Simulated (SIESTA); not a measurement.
The system is C.

```xyz
2
Lattice="2.1273 -1.2283 0.0000 2.1273 1.2283 0.0000 -1.3791 0.0000 3.5028" Properties=species:S:1:pos:R:3 pbc="T T T"
C    -0.6699    0.0000    3.5025
C     3.5455    0.0000    0.0003
```

This is a stacking variant of graphite.

| Quantity | Value |
| --- | --- |
| Program | SIESTA 5.4.2 |
| Task | relaxation of cell and atoms |
| Functional | LDA |
| Potentials or basis | PseudoDojo 0.4 standard (LDA files) |
| Basis | DZP (energy shift 0.003 Ry) |
| Grid cutoff | 500 Ry |
| Energy shift | 0.003 Ry |
| k mesh | 9 × 9 × 6 |
| Occupations | fermi-dirac, width 0.05 eV |
| Spin | no spin polarisation |

At the start: pressure 5.7 GPa; volume 9.15 Å³/atom.

Question: How do energy, volume and symmetry change on relaxing?

Answer: Over 24 steps the energy falls by 16.8 meV/atom and the volume is 8.30 Å³/atom (-9.3 %); space group R-3m (No. 166, to 0.05 Å).

The path:
| step | energy change (eV) | largest force (eV/Å) | pressure (GPa) | volume (Å³) |
| --- | --- | --- | --- | --- |
| 1 | 0.0000 | 0.0305 | 5.67 | 18.31 |
| 2 | -0.0022 | 0.0216 | 4.88 | 18.33 |
| 3 | -0.0083 | 0.2310 | 1.36 | 18.47 |
| 4 | -0.0101 | 0.0363 | -0.23 | 18.53 |
| 5 | -0.0106 | 0.0144 | -1.05 | 18.55 |
| 6 | -0.0106 | 0.0447 | -1.00 | 18.54 |
| 7 | -0.0106 | 0.1126 | -1.08 | 18.54 |
| 8 | -0.0103 | 0.2089 | -1.03 | 18.54 |
| 9 | -0.0099 | 0.2936 | -0.99 | 18.54 |
| 10 | -0.0093 | 0.3195 | -1.01 | 18.56 |
| 11 | -0.0212 | 0.1644 | -0.89 | 17.90 |
| 12 | -0.0327 | 0.2596 | -0.03 | 16.44 |
| 13 | -0.0311 | 0.2316 | -0.32 | 17.08 |
| 14 | -0.0333 | 0.1288 | -0.14 | 16.74 |
| 15 | -0.0333 | 0.1334 | -0.16 | 16.74 |
| 16 | -0.0274 | 0.3470 | 0.71 | 15.97 |
| 17 | -0.0299 | 0.6440 | -0.07 | 16.63 |
| 18 | -0.0334 | 0.0831 | -0.01 | 16.48 |
| 19 | -0.0325 | 0.3035 | -0.22 | 16.80 |
| 20 | -0.0333 | 0.1135 | -0.18 | 16.74 |
| 21 | -0.0335 | 0.0965 | -0.04 | 16.63 |
| 22 | -0.0336 | 0.0258 | 0.06 | 16.57 |
| 23 | -0.0336 | 0.0208 | -0.01 | 16.61 |
| 24 | -0.0336 | 0.0011 | 0.01 | 16.60 |

Final structure:
```xyz
2
Lattice="2.1428 -1.2370 -0.0048 2.1428 1.2370 -0.0048 -1.3970 0.0000 3.1336" Properties=species:S:1:pos:R:3 pbc="T T T"
C    -0.6827    0.0000    3.1293
C     3.5713    0.0000   -0.0053
```

Caveat: the basis of atomic orbitals isn't converged, which shifts pressures, moduli and gaps.
